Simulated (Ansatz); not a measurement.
# Ti3Ni (Pm-3m) in Ansatz: elastic constants with PBEsol

Aim: the elastic constants of Ti3Ni with PBEsol.

All numbers are computed with Ansatz 0.2.0; they aren't measurements. Logs are shortened: lines on timing, memory, paths and dates and some standing lists are left out, and cuts for length are marked.

## 1. The crystal as given

Symmetry: Pm-3m, No. 221, cubic system. The conventional cell has a = 3.935 Å, b = 3.935 Å, c = 3.935 Å, α = 90.00°, β = 90.00°, γ = 90.00°. Around Ni (site symmetry m-3m) lie 12 Ti at 2.78 Å. Ti (site symmetry 4/mmm) has 4 Ni at 2.78 Å and 8 Ti at 2.78 Å as nearest neighbours.

The cell comes from a database or a generator and needn't be the stable form of this composition.

## 2. Elastic constants, PBEsol, collinear spin, ferromagnetic start

input.yaml

```yaml
crystal:
  lattice:
    - [3.935175, 0.0, 0.0]
    - [0.0, 3.935175, 0.0]
    - [0.0, 0.0, 3.935175]
  atoms:
    - { symbol: Ni, position: [0.0, 0.0, 0.0], spin: 1.0 }
    - { symbol: Ti, position: [0.5, 0.5, 0.0], spin: 1.0 }
    - { symbol: Ti, position: [0.5, 0.0, 0.5], spin: 1.0 }
    - { symbol: Ti, position: [0.0, 0.5, 0.5], spin: 1.0 }
hamiltonian:
  xc: pbesol
  pseudopotentials: { kind: paw }
magnetization:
  spin_polarized: true
kpoints:
  mp_grid: { grid: [6, 6, 6] }
scf:
  occupations: { method: fermi_dirac, width: 0.05 }
output:
  forces: true
  stress: true
elastic:
  mode: relaxed_ion
  stencil: two_point
```

Potentials or basis: Ansatz PAW.

The run is started by

```console
ansatz run input.yaml --threads 2 --pin off --max-ram 5632MiB --backend cpu --events-out ev --progress --plain --runs-dir out
```

What it wrote:

```text
Warning: RAYON_NUM_THREADS=2 ignored (pool sized by the plan → 2); use --threads N
Engine: ansatz 0.2.0, x86_64-unknown-linux-gnu
Pseudopotentials: kind: paw
Pseudopotential: Ni, paw, valence charge 18, recommended cutoff 420 eV (normal), Ni.paw.azcp
Pseudopotential: Ti, paw, valence charge 12, recommended cutoff 420 eV (normal), Ti.paw.azcp
Functional definition: PBEsol
  exchange = pbesol_x
  correlation = pbesol_c
Crystal: 4 atoms, lattice volume = 60.939 Å³
Basis set: ecut = 420 eV, 1213 PW (Γ), exchange–correlation on 54×54×54 points (8 copies of the dense FFT grid, shifted against one another)
Bands: 35, of which v1, the nominal top of the filled ones, is band 27 counted from 1 (26 counted from 0)
Symmetry: 48 space group operations
Space group: Pm-3m (ITA 221), of the structure as read, at distance tolerance 3.9e-5 Å
Magnetic group: BNS 221.92 (UNI 1594), of the structure as read, at distance tolerance 3.9e-5 Å
k-points: 20 of 216
Non-local potential: Ni, projectors of the file, l = 0: 3, l = 1: 2, l = 2: 3, l = 3: 1
Non-local potential: Ti, projectors of the file, l = 0: 3, l = 1: 2, l = 2: 3, l = 3: 1
PAW form: soft (Blöchl's): semilocal exchange-correlation on the pseudo side does not see the compensation charge
PAW frozen core: Ni, regenerated for the run's functional, and the local potential with it (the file was generated under x = pbe(κ = 0.804, μ = 0.2195149727645171), c = pbe(β = 0.06672455060314922))
PAW frozen core: Ti, regenerated for the run's functional, and the local potential with it (the file was generated under x = pbe(κ = 0.804, μ = 0.2195149727645171), c = pbe(β = 0.06672455060314922))
PAW one-centre angular grid: Ni, 590 points (default); XC on 64 Gauss nodes
PAW one-centre angular grid: Ti, 590 points (default); XC on 64 Gauss nodes
Initial density: superposition of atomic densities (chi_scale 0.1, normalization cell)
Starting moments: Σ|m| = 4 μB on 4 of 4 sites
Initial wavefunctions: pseudopotential atomic-orbital guess
Functional: x = pbesol(κ = 0.804, μ = 0.12345679012345678), c = pbesol(β = 0.046)
SCF 1 converged in 13 iterations: F = -13227.015631 eV  dr2 = 8.35e-9
Bands: 33, of which v1, the nominal top of the filled ones, is band 27 counted from 1 (26 counted from 0)
Initial density: read from a saved state, or passed on in memory by an earlier SCF of this step, an earlier step, the calling program or the single point that the run made first
Stability of the state it starts from, as read at its close in the collinear treatment: not read negative (Ritz values of 1 − χ₀K, real part plus size of imaginary part, from 0.43 to 0.44, by its mixing steps under the symmetry group of the SCF that read it); its run was given moments
iter 1 solved again at ethr=6.30e-8 eV; its pass at ethr=3.10e-3 eV (dr2=3.40e-5 eV) is discarded
SCF iter   1: F=—  HF=-13227.015623 eV  |F-HF|=—  |Δ(HF+E_count)|=         —  Δρ=2.00e-6 (↑2.00e-6 ↓2.00e-6)  dr2=8.24e-9  dr2_m=0.00e0  M=0.000 μB ∫|m|=0.000 μB  β_m=0.30  ethr=6.30e-8  ⟨swp⟩=3.1  Hψ=3939  notcnv=0
preconditioner: auto → Kerker (q_TF=auto, 2.674 Å⁻¹)  [metal: Δε(μ)=0.009 eV  Ē_g=3.104 eV  σ=0.050 eV  W_gap=0.04  n_scr=18 (ndim 8)  ℏωp=22.3 eV  f_vac=0.000  D(μ)=6.81/eV (n_scr^D=80)]
spin=Collinear: Kerker preconditioning applied to the charge; magnetization (m = ρ↑ − ρ↓) channel mixes plain (no charge-response kernel on spin).
SCF iter   2: F=—  HF=-13227.015631 eV  |F-HF|=—  |Δ(HF+E_count)|=   7.70e-6  Δρ=3.11e-6 (↑3.11e-6 ↓3.11e-6)  dr2=1.84e-8  dr2_m=0.00e0  M=0.000 μB ∫|m|=0.000 μB  β_m=0.30  ethr=1.53e-11  ⟨swp⟩=2.3  Hψ=1246  notcnv=0
SCF iter   3: F=—  HF=-13227.015631 eV  |F-HF|=—  |Δ(HF+E_count)|=   1.04e-9  Δρ=3.51e-7 (↑3.51e-7 ↓3.51e-7)  dr2=3.21e-10  dr2_m=0.00e0  M=0.000 μB ∫|m|=0.000 μB  β_m=0.46  ethr=1.53e-11  ⟨swp⟩=1.9  Hψ=793  notcnv=0
SCF iter   4: F=—  HF=-13227.015631 eV  |F-HF|=—  |Δ(HF+E_count)|=  3.09e-11  Δρ=8.07e-8 (↑8.07e-8 ↓8.07e-8)  dr2=9.35e-12  dr2_m=0.00e0  M=0.000 μB ∫|m|=0.000 μB  β_m=0.51  ethr=5.94e-13 (applied; sched 1.00e-12)  ⟨swp⟩=1.3  Hψ=683  notcnv=0
SCF iter   5: F=—  HF=-13227.015631 eV  |F-HF|=—  |Δ(HF+E_count)|=  3.64e-12  Δρ=1.63e-7 (↑1.63e-7 ↓1.63e-7)  dr2=5.24e-11  dr2_m=0.00e0  M=0.000 μB ∫|m|=0.000 μB  β_m=0.76  ethr=1.73e-14 (applied; sched 1.00e-12)  ⟨swp⟩=2.0  Hψ=835  notcnv=0  recentre
SCF iter   6: F=—  HF=-13227.015631 eV  |F-HF|=—  |Δ(HF+E_count)|=    0.00e0  Δρ=3.36e-8 (↑3.36e-8 ↓3.36e-8)  dr2=2.36e-12  dr2_m=0.00e0  M=0.000 μB ∫|m|=0.000 μB  β_m=0.88  ethr=9.71e-14 (applied; sched 1.00e-12)  ⟨swp⟩=1.6  Hψ=699  notcnv=0
SCF iter   7: F=—  HF=-13227.015631 eV  |F-HF|=—  |Δ(HF+E_count)|=    0.00e0  Δρ=1.32e-8 (↑1.32e-8 ↓1.32e-8)  dr2=3.20e-13  dr2_m=0.00e0  M=0.000 μB ∫|m|=0.000 μB  β_m=0.88  ethr=4.36e-15 (applied; sched 1.00e-12)  ⟨swp⟩=1.1  Hψ=662  notcnv=0
SCF iter   8: F=-13227.015631 eV  HF=-13227.015631 eV  |F-HF|=1.82e-12  |Δ(HF+E_count)|=  1.82e-12  Δρ=7.13e-10 (↑7.13e-10 ↓7.13e-10)  dr2=1.30e-15  dr2_m=0.00e0  M=0.000 μB ∫|m|=0.000 μB  ethr=1.00e-12  ⟨swp⟩=3.0  Hψ=1823  notcnv=0
SCF 2 converged in 8 iterations: F = -13227.015631 eV  dr2 = 1.30e-15
Crystal: 4 atoms, lattice volume = 60.817 Å³
Symmetry: 16 space group operations
k-points: 40 of 216
Initial density: handed on by an earlier stage of this run
[... 80 lines left out ...]
SCF iter  11: F=—  HF=-13227.015633 eV  |F-HF|=—  |Δ(HF+E_count)|=  1.82e-12  Δρ=1.15e-8 (↑1.15e-8 ↓1.15e-8)  dr2=2.06e-13  dr2_m=0.00e0  M=0.000 μB ∫|m|=0.000 μB  β_m=0.96  ethr=9.77e-15 (applied; sched 1.00e-12)  ⟨swp⟩=1.2  Hψ=1731  notcnv=0  defer=3
SCF iter  12: F=-13227.015633 eV  HF=-13227.015633 eV  |F-HF|=0.00e0  |Δ(HF+E_count)|=  1.82e-12  Δρ=2.64e-9 (↑2.64e-9 ↓2.64e-9)  dr2=1.59e-14  dr2_m=0.00e0  M=0.000 μB ∫|m|=0.000 μB  ethr=1.00e-12  ⟨swp⟩=3.1  Hψ=4781  notcnv=0
SCF 6 converged in 12 iterations: F = -13227.015633 eV  dr2 = 1.59e-14
SCF converged after 8 iterations
Magnetization: 0.0000 μB (27.0000 up, 27.0000 down)
Absolute magnetization: 0.0000 μB (∫|ρ↑−ρ↓|)
Spin contamination: 0.0000 ħ² per cell (⟨S²⟩ above its minimum at these occupations)
Per-site moments (μB) at R_I (Å): [(0.0, 1.147817932658006), (0.0, 1.147817932658006), (0.0, 1.147817932658006), (0.0, 1.147817932658006)]
Free energy (F): -13227.015631 eV
Harris-Foulkes:  -13227.015631 eV  (|F-HF|=1.82e-12)
Internal energy: -13226.959495 eV  (E = F + TS)
E sigma→0 (E₀):  -13226.987563 eV
Entropy (-TS):   -0.056136 eV (-14.034 meV/atom)
Fermi energy:    14.448849 eV
--- Per-component energies (eV) ---
  E_band       = -772.625546
  E_kinetic    = 1101.527914
  E_local      = -6427.218964  (includes V_loc(G=0)·N_el)
  E_nonlocal   = 661.543165
  E_hartree    = 2699.124793
  E_xc         = -375.380586
  E_vxc        = -474.914398  (∫ρ·V_xc dr)
  E_paw        = -4660.574988  (= ΣΔE_a)
  E_vpaw       = -1031.813678  (= ΣTr[D̂ρ^β])
  E_aug_tail   = 0.000828  (compensation charges beyond the density's cutoff)
  E_ewald      = -6226.597099
  E_core_change = 0.615442  (= ΣΔE_core)
  E_smearing   = -0.056136  (= −TS)
  E_closure    = -0.000000  (closes the sum)
  Σ components = -13227.015631   (vs F -13227.015631, Δ=0.00e0)
--- Forces (eV/Å), atoms counted from 1 ---
  atom   1  Ni    -0.00000000     0.00000000     0.00000000
  atom   2  Ti     0.00000000    -0.00000000     0.00000000
  atom   3  Ti     0.00000000    -0.00000000     0.00000000
  atom   4  Ti     0.00000000     0.00000000    -0.00000000
  max |Σ_I F_I| component: 6.68e-29 eV/Å
--- Stress (GPa, compression-positive) ---
       -5.031427      -0.000000       0.000000
       -0.000000      -5.031427      -0.000000
        0.000000       0.000000      -5.031427
  P = ⅓ Tr σ = -5.0314 GPa (-50.314 kbar)
--- Band table (eV; the first three rows and the last of 40) ---
  k-point 0 ↑: bands = ["-88.4265", "-48.9492", "-48.9492", "-48.9492", "-41.9290", "-41.7221", "-41.7221", "-18.5332", "-18.5332", "-18.5332", "-18.1317", "-18.1317", "-18.1317", "-17.8595", "-17.8595", "-17.8595", "7.7410", "11.1523", "11.2714", "11.2714", "11.8715", "11.8715", "11.8715", "14.1097", "14.1097", "14.1097", "14.8584", "14.8584", "17.0346", "17.0346", "17.0346", "17.3576", "17.3576"]
  k-point 1 ↑: bands = ["-88.4265", "-48.9493", "-48.9492", "-48.9492", "-41.9167", "-41.7343", "-41.7219", "-18.5079", "-18.5079", "-18.4951", "-18.1409", "-18.1409", "-18.1358", "-17.9092", "-17.8774", "-17.8774", "8.0575", "11.2684", "11.4297", "11.4305", "11.9648", "11.9879", "11.9879", "14.0281", "14.1475", "14.1475", "14.5087", "14.9538", "16.0609", "16.0609", "16.6869", "16.9507", "17.5354"]
  k-point 2 ↑: bands = ["-88.4265", "-48.9495", "-48.9492", "-48.9492", "-41.8850", "-41.7657", "-41.7216", "-18.4462", "-18.4462", "-18.3892", "-18.1702", "-18.1702", "-18.1441", "-18.0384", "-17.9132", "-17.9132", "8.9401", "11.1436", "11.7667", "12.0128", "12.1870", "12.2951", "12.2951", "13.5698", "13.8242", "14.0422", "14.0422", "15.2601", "15.4215", "15.4215", "15.9335", "16.7597", "16.7920"]
  k-point 19 ↓: bands = ["-88.4265", "-48.9495", "-48.9495", "-48.9495", "-41.7892", "-41.7892", "-41.7892", "-18.7457", "-18.4998", "-18.4998", "-18.4998", "-17.9105", "-17.9105", "-17.9105", "-17.8537", "-17.8537", "10.6626", "11.3991", "11.3991", "11.3991", "12.8204", "12.8204", "13.8225", "13.8225", "13.8225", "14.9079", "14.9079", "14.9079", "15.2172", "15.2172", "15.2172", "15.5781", "16.9190"]
--- Elastic constants: 2 strain directions × 2 members + reference (group order 48) ---
  dense FFT box of the reference and of every strained cell: 27×27×27
  strains applied: 11, 23; error gains: componentwise 1.00 (the most a stress slope's error grows in a printed constant), spectral 1.73 (1 for all six strains in a standard setting)
  C = ∂σ_k/∂η_j (tension-positive GPa; Voigt order 11 22 33 23 13 12):
       126.451    115.266    115.266     -0.000     -0.000     -0.000
       115.266    126.451    115.266     -0.000     -0.000     -0.000
       115.266    115.266    126.451     -0.000     -0.000     -0.000
         0.000      0.000     -0.000      3.885     -0.000      0.000
        -0.000     -0.000      0.000      0.000      3.885      0.000
        -0.000      0.000     -0.000      0.000      0.000      3.885
  reference stress σ⁰ (GPa):      5.031      5.031      5.031      0.000     -0.000      0.000
  C* (energy form; C + prestress term) asymmetry max|C*_kj − C*_jk| = 4.263e-14 GPa — a small one proves nothing (zero by symmetry where the batch's group is 432, −43m or m−3m); a large one is finite-difference/SCF noise where every solve meets its electron count
  moduli (Voigt/Reuss/Hill, GPa): K = 118.99/118.99/118.99   G = 4.57/4.43/4.50   E = 13.32   ν = 0.481
  mechanically stable: yes (min eigenvalue of sym C = 3.88 GPa)
  strain η (Voigt 11):  stress-route row diagonal C_11 = 126.45 GPa, energy-path curvature d²(F+E_count+ΔE)/dδ²/Ω₀ = 126.78 GPa
         δ    σ_11 (GPa)             F (eV)   n_scf  n_hpsi   n_pw
    -2.000e-3       4.7773      -13227.0193641      14   32742   1213   relax 0 steps, max|allowed force component| 8.09e-29 eV/Å
     2.000e-3       5.2831      -13227.0117103      22   45923   1213   relax 0 steps, max|allowed force component| 1.42e-29 eV/Å
  strain η (Voigt 23):  stress-route row diagonal C_44 = 3.88 GPa, energy-path curvature d²(F+E_count+ΔE)/dδ²/Ω₀ = 1.66 GPa
         δ    σ_23 (GPa)             F (eV)   n_scf  n_hpsi   n_pw
    -2.000e-3      -0.0078      -13227.0156330      14   39119   1213   relax 0 steps, max|allowed force component| 3.16e-30 eV/Å
     2.000e-3       0.0078      -13227.0156330      12   34112   1213   relax 0 steps, max|allowed force component| 6.80e-30 eV/Å
```

It took 12 s on 2 threads of Intel Xeon 6975P-C (Granite Rapids), shared host; peak memory 0.56 GiB.

Results:

```
Free energy                     : -13227.0156 eV
Pressure                        : -5.0 GPa
Band gap on the k mesh          : none (metal or under the smearing width)
Net moment                      : 0.00 μB per cell
Absolute moment                 : 0.00 μB per cell
Elastic constants C11, C12, C44 : 126, 115, 4 GPa
Voigt bulk modulus              : 119 GPa
```

Elastic tensor in Voigt notation (GPa, in the Cartesian axes of the cell as first typed):
```
126 115 115   0   0   0
115 126 115   0   0   0
115 115 126   0   0   0
  0   0   0   4   0   0
  0   0   0   0   4   0
  0   0   0   0   0   4
```

Caveat: the cell is more than 3 GPa from zero pressure, which shifts response properties; elastic constants of metals need much finer meshes, so these are rough; the PAW data sets come from PBE, with cores solved anew for the run's functional, which leaves a small shift of forces and pressure.
